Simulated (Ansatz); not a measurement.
Input and command of a plane-wave DFT calculation in Ansatz:

```yaml
crystal:
  lattice:
    - [0.0, 3.1491965203, 3.2930684425]
    - [3.1491965203, 0.0, 3.2930684425]
    - [3.1491965203, 3.1491965203, 0.0]
  atoms:
    - { symbol: Bi, position: [0.0, 0.0, 0.0] }
    - { symbol: Te, position: [0.5, 0.5, 0.5] }
basis:
  ecutwfc: 420
kpoints:
  mp_grid: { grid: [16, 16, 16] }
hamiltonian:
  xc: pbesol
scf:
  occupations: { method: gaussian, width: 0.15 }
output:
  forces: true
  stress: true
  eigenvalues: true
```

```bash
ansatz run input.yaml --threads 2 --pin off --max-ram 5120MiB --backend cpu --events-out ev --progress --plain --runs-dir out
```

Processor: Intel(R) Xeon(R) 6975P-C (Granite Rapids), 2 threads, on a host shared with other jobs.

Task: Estimate time, memory and problem size.

Result: About 6.9 s on 2 threads of Intel(R) Xeon(R) 6975P-C (Granite Rapids) (shared host), peak memory 0.67 GiB. It solves 20 bands at 349 k points (the mesh reduced by the symmetry that the task leaves, which can be less than the crystal's) with about 1283 plane waves, in 7 SCF iterations.
